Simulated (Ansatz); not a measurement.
# Ge (Fmmm) in Ansatz: notebook, part 2 of 2

Ansatz 0.2.0.

### Step 4. Relaxation of cell and atoms, PBEsol, target pressure 5 GPa, at which the enthalpy is minimised

input.yaml reads:

```yaml
crystal:
  lattice:
    - [0.0, 2.88574, 5.115665]
    - [2.630497, 0.0, 5.115665]
    - [2.630497, 2.88574, 0.0]
  atoms:
    - { symbol: Ge, position: [0.72649, 0.27351, 0.72649] }
    - { symbol: Ge, position: [0.27351, 0.72649, 0.27351] }
    - { symbol: Ge, position: [0.218133, 0.218133, 0.781867] }
    - { symbol: Ge, position: [0.781867, 0.781867, 0.218133] }
hamiltonian:
  xc: pbesol
  pseudopotentials: { kind: paw }
kpoints:
  mp_grid: { grid: [7, 7, 7] }
scf:
  occupations: { method: fermi_dirac, width: 0.05 }
output:
  forces: true
  stress: true
  eigenvalues: true
relax:
  f_tol: 0.01
  max_steps: 40
  cell: { stress_tol: 0.05, p_target: 5.0 }
```

Potentials or basis: Ansatz PAW.

Launch:

```
$ ansatz run input.yaml --threads 2 --pin off --max-ram 5632MiB --backend cpu --events-out ev --progress --plain --runs-dir out
```

The program printed:

```text
Warning: RAYON_NUM_THREADS=2 ignored (pool sized by the plan → 2); use --threads N
Engine: ansatz 0.2.0, x86_64-unknown-linux-gnu
Pseudopotentials: kind: paw
Pseudopotential: Ge, paw, valence charge 14, recommended cutoff 420 eV (normal), Ge.paw.azcp
Functional definition: PBEsol
  exchange = pbesol_x
  correlation = pbesol_c
Crystal: 4 atoms, lattice volume = 77.665 Å³
Basis set: ecut = 420 eV, 1525 PW (Γ), exchange–correlation on 80×80×54 points (8 copies of the dense FFT grid, shifted against one another)
Bands: 34, of which v1, the nominal top of the filled ones, is band 28 counted from 1 (27 counted from 0)
Symmetry: 8 space group operations
Space group: Fmmm (ITA 69), of the structure as read, at distance tolerance 4.3e-5 Å
k-points: 64 of 343
Non-local potential: Ge, projectors of the file, l = 0: 2, l = 1: 2, l = 2: 3, l = 3: 1
PAW form: soft (Blöchl's): semilocal exchange-correlation on the pseudo side does not see the compensation charge
PAW frozen core: Ge, regenerated for the run's functional, and the local potential with it (the file was generated under x = pbe(κ = 0.804, μ = 0.2195149727645171), c = pbe(β = 0.06672455060314922))
PAW one-centre angular grid: Ge, 590 points (default); XC on 64 Gauss nodes
Initial density: superposition of atomic densities (neutral atoms: chi_scale 0, normalization atom), corrected by the library's trained network
Initial wavefunctions: pseudopotential atomic-orbital guess
Functional: x = pbesol(κ = 0.804, μ = 0.12345679012345678), c = pbesol(β = 0.046)
SCF iter   1: F=—  HF=-17013.279538 eV  |F-HF|=—  |Δ(HF+E_count)|=         —  Δρ=2.11e-3  dr2=2.31e-3  ethr=1.77e-3  ⟨swp⟩=6.0  Hψ=8253  notcnv=0  defer=11
preconditioner: auto → Kerker (q_TF=auto, 2.584 Å⁻¹)  [metal: Δε(μ)=0.056 eV  Ē_g=22.319 eV  σ=0.050 eV  W_gap=0.26  n_scr=28 (ndim 8)  ℏωp=31.5 eV  f_vac=0.000  D(μ)=1.51/eV (n_scr^D=10)]
SCF iter   2: F=—  HF=-17013.276959 eV  |F-HF|=—  |Δ(HF+E_count)|=   2.58e-3  Δρ=1.17e-3  dr2=8.53e-4  ethr=4.12e-6  ⟨swp⟩=2.0  Hψ=4067  notcnv=0  defer=14
SCF iter   3: F=—  HF=-17013.276936 eV  |F-HF|=—  |Δ(HF+E_count)|=   2.27e-5  Δρ=5.25e-4  dr2=2.14e-4  ethr=1.52e-6  ⟨swp⟩=1.0  Hψ=2132  notcnv=0  defer=14
SCF iter   4: F=—  HF=-17013.276919 eV  |F-HF|=—  |Δ(HF+E_count)|=   1.72e-5  Δρ=7.64e-5  dr2=5.26e-6  ethr=3.82e-7  ⟨swp⟩=2.4  Hψ=2763  notcnv=0  defer=14
[... 84 lines left out ...]
  E_local      = -8372.976539  (includes V_loc(G=0)·N_el)
  E_nonlocal   = 1674.196179
  E_hartree    = 3677.262323
  E_xc         = -303.010721
  E_vxc        = -262.799722  (∫ρ·V_xc dr)
  E_paw        = -7909.085224  (= ΣΔE_a)
  E_vpaw       = -1239.345279  (= ΣTr[D̂ρ^β])
  E_aug_tail   = 0.001098  (compensation charges beyond the density's cutoff)
  E_ewald      = -6231.821358
  E_core_change = 3.671745  (= ΣΔE_core)
  E_smearing   = -0.011092  (= −TS)
  E_closure    = -0.000000  (closes the sum)
  Σ components = -17013.267148   (vs F -17013.267148, Δ=0.00e0)
--- Forces (eV/Å), atoms counted from 1 ---
  atom   1  Ge     0.00000000     0.00196079     0.00000000
  atom   2  Ge     0.00000000    -0.00196079    -0.00000000
  atom   3  Ge     0.00000000    -0.00000000     0.00017811
  atom   4  Ge     0.00000000     0.00000000    -0.00017811
  max |Σ_I F_I| component: 0.00e0 eV/Å
--- Stress (GPa, compression-positive) ---
        5.022456       0.000000      -0.000000
        0.000000       5.007128       0.000000
       -0.000000       0.000000       4.985224
  P = ⅓ Tr σ = 5.0049 GPa (50.049 kbar)
--- Band table (eV; the first three rows and the last of 64) ---
  k-point 0: bands = ["-12.7408", "-12.6936", "-12.6404", "-12.6283", "-12.6245", "-12.6210", "-12.6094", "-12.6003", "-12.5684", "-12.5421", "-12.5209", "-12.4983", "-12.4475", "-12.4406", "-12.4357", "-12.4241", "-12.4227", "-12.4157", "-12.3443", "-12.3187", "-1.8146", "3.6552", "5.6741", "8.6025", "8.9905", "9.4375", "9.7546", "9.8944", "10.0732", "14.9512", "15.4217", "16.2865", "19.1769", "19.7802"]
  k-point 1: bands = ["-12.7250", "-12.6835", "-12.6393", "-12.6236", "-12.6187", "-12.6142", "-12.6078", "-12.5864", "-12.5629", "-12.5384", "-12.5143", "-12.5043", "-12.4524", "-12.4472", "-12.4430", "-12.4327", "-12.4280", "-12.4237", "-12.3556", "-12.3353", "-1.5708", "3.5347", "6.0319", "6.8584", "7.5895", "9.6648", "10.0972", "11.1060", "11.3561", "15.0861", "15.9457", "16.5873", "17.9878", "18.6612"]
  k-point 2: bands = ["-12.6815", "-12.6548", "-12.6411", "-12.6203", "-12.6004", "-12.5979", "-12.5860", "-12.5559", "-12.5500", "-12.5293", "-12.5194", "-12.4967", "-12.4726", "-12.4669", "-12.4599", "-12.4500", "-12.4484", "-12.4405", "-12.3879", "-12.3744", "-0.8398", "3.4974", "4.1571", "5.9195", "7.8556", "9.9190", "10.8269", "12.3718", "12.9713", "13.4634", "15.5551", "16.1056", "17.5576", "18.1831"]
  k-point 63: bands = ["-12.7096", "-12.6706", "-12.6281", "-12.6101", "-12.6012", "-12.5888", "-12.5830", "-12.5760", "-12.5471", "-12.5357", "-12.5230", "-12.5023", "-12.4800", "-12.4716", "-12.4699", "-12.4674", "-12.4369", "-12.4302", "-12.3671", "-12.3386", "-0.1497", "0.1225", "5.5058", "7.9748", "9.6606", "10.9825", "12.3921", "12.5121", "13.0105", "13.3621", "14.3807", "15.6323", "16.8028", "16.9905"]
--- Relaxed structure (6 steps of the walk, 6 accepted, 1 SCFs on fresh bases) ---
  F+E_penalty+E_count = -17013.26714773 eV   max|allowed force component| = 1.961e-3 eV/Å   (the final SCF, on the basis selected at the relaxed cell)
  cell:  # Å, volume = 69.4206 Å³
    - [0.0, 2.802731623796344, 4.841714151368909]
    - [2.557866680656696, 0.0, 4.841714151368909]
    - [2.557866680656696, 2.802731623796344, 0.0]
  atoms:
    - { symbol: Ge, position: [0.7282946674743411, 0.27170533252565887, 0.7282946674743411] }
    - { symbol: Ge, position: [0.2717053325256587, 0.7282946674743414, 0.27170533252565865] }
    - { symbol: Ge, position: [0.22646600366640482, 0.22646600366640493, 0.7735339963335951] }
    - { symbol: Ge, position: [0.773533996333595, 0.7735339963335952, 0.2264660036664049] }
```

Run time: 16 s. Hardware: 2 threads of Intel Xeon 6975P-C (Granite Rapids), shared host; peak memory 0.51 GiB.

What came out:

* Free energy: -17013.2671 eV
* Relaxed volume: 17.36 Å³/atom
* Relaxed cell: a = 5.594 Å, b = 5.476 Å, c = 3.794 Å, α = 71.65°, β = 68.28°, γ = 40.07°
* Space group after relaxing (to 0.05 Å): Fmmm (No. 69)
* Energy change on relaxing (the enthalpy is what falls): +2.4 meV/atom
* Ionic steps: 7
* Pressure after relaxing: 5.0 GPa
* Band gap on the k mesh: none (metal or under the smearing width)

The path:
```
step  energy change (eV)  largest force (eV/Å)  volume (Å³)
   1              0.0000                0.0429        77.67
   2              0.0483                0.1076        68.48
   3              0.0044                0.0598        69.61
   4              0.0057                0.0194        69.52
   5              0.0099                0.0100        69.36
   6              0.0079                0.0019        69.42
   7              0.0098                0.0020        69.42
```

Final structure:
```
Ge
1.0
     0.00000    2.80273    4.84171
     2.55787    0.00000    4.84171
     2.55787    2.80273    0.00000
Ge
4
Direct
  0.72829 0.27171 0.72829
  0.27171 0.72829 0.27171
  0.22647 0.22647 0.77353
  0.77353 0.77353 0.22647
```

Levels at points of the mesh, in eV from the Fermi level:
| k point | band 25 | band 26 | band 27 | band 28 | band 29 | band 30 | band 31 | band 32 |
| --- | --- | --- | --- | --- | --- | --- | --- | --- |
| (0.00, 0.00, 0.00) | -3.06 | -2.62 | -2.30 | -2.16 | -1.98 | 2.90 | 3.37 | 4.23 |

Caveat: the plane-wave basis is chosen anew once the cell has moved, so the energies of steps on either side of that aren't comparable; the PAW data sets come from PBE, with cores solved anew for the run's functional, which leaves a small shift of forces and pressure.

### Step 5. The runs side by side

```csv
cell,target pressure (GPa),gap on the mesh (eV),pressure (GPa)
relaxed,0,none,0.0
relaxed to 2 GPa,2,none,2.0
relaxed to 5 GPa,5,none,5.0
```

Alike in all rows: task relaxation of cell and atoms; level PBEsol; potentials or basis Ansatz PAW; no spin polarisation; k mesh 7 × 7 × 7; cutoff (eV) 420; smearing fermi-dirac 0.05 eV.

Caveats: the plane-wave basis is chosen anew once the cell has moved, so the energies of steps on either side of that aren't comparable; the PAW data sets come from PBE, with cores solved anew for the run's functional, which leaves a small shift of forces and pressure.

Total energies depend on the potentials used, so only differences within one code and one set of settings carry meaning.
